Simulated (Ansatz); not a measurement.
## GaP under strain — ⁶⁹Ga nuclear quadrupole resonance

Cell: a COD entry, relaxed with PBE at fixed cell and then changed (z compressed by 3 %, ions relaxed).

```cif
data_structure
_symmetry_space_group_name_H-M 'P 1'
_symmetry_Int_Tables_number 1
_cell_length_a 3.7967
_cell_length_b 3.7967
_cell_length_c 3.8541
_cell_angle_alpha 59.499
_cell_angle_beta 59.499
_cell_angle_gamma 61.002
_cell_volume 39.27
loop_
_atom_site_label
_atom_site_type_symbol
_atom_site_fract_x
_atom_site_fract_y
_atom_site_fract_z
_atom_site_occupancy
Ga1 Ga 0.00000 0.00000 0.00000 1
P2 P 0.25000 0.25000 0.25000 1
```

Atoms are numbered from 1 in the order listed; like atoms form one site, named after its first atom.

Computed with Ansatz: DFT, PBE, plane waves and PAW, scalar-relativistic, 420 eV cutoff, Γ-centred 14×14×14 k-points, Fermi–Dirac smearing 0.02 eV.

⁶⁹Ga: I = 3/2, Q = 171.0 mb (year-2017 value). Static lattice, zero field.

(1) At which frequencies do the ⁶⁹Ga NQR lines lie?

(2) And for ⁷¹Ga (I = 3/2, Q = 107.0 mb) on Ga?

Results:

(1) For I = 3/2 there is one line, ν = (|C_Q|/2)(1 + η²/3)^½.

```tsv
site	atoms	V_zz (10²¹ V/m²)	C_Q (MHz)	η	line frequencies (MHz)
Ga	1	0.63	2.59	0.00	1.30
```

(2) C_Q scales with Q to 1.62 MHz, with lines at 0.811 MHz.

An axis of threefold or higher order runs through Ga, so V_zz lies along it and η is zero.

At this changed cell the PBE pressure is 5 GPa.
